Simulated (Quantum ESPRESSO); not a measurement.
**InAs: zone-centre phonons under several settings**

```
In As
1.0
     0.00000    3.01800    3.01800
     3.01800    0.00000    3.01800
     3.01800    3.01800    0.00000
In As
1 1
Direct
  0.00000 0.00000 0.00000
  0.75000 0.75000 0.75000
```

All runs used Quantum ESPRESSO 7.5; k mesh 8 × 8 × 8; no spin polarisation.

```tsv
level	potentials	geometry	cutoff (eV)	occupations	volume (Å³/atom)	pressure (GPa)	lowest optical mode without the field (cm⁻¹)
PBE	SG15 PBE 1.2	relaxed cell	952	gaussian, width 0.2 eV	?	0.1	?
WC	PseudoDojo 0.4.1 SR PBE standard	given cell, atoms relaxed	1143	cold, width 0.2 eV	27.49	1.6	213
```

Q: What stands in the row left open?

A: Volume 29.65 Å³/atom; lowest optical mode without the field 200 cm⁻¹.

Caveats: the potentials were made for another functional, which shifts forces and pressure (some runs).

The runs don't all hold the same shells in valence.
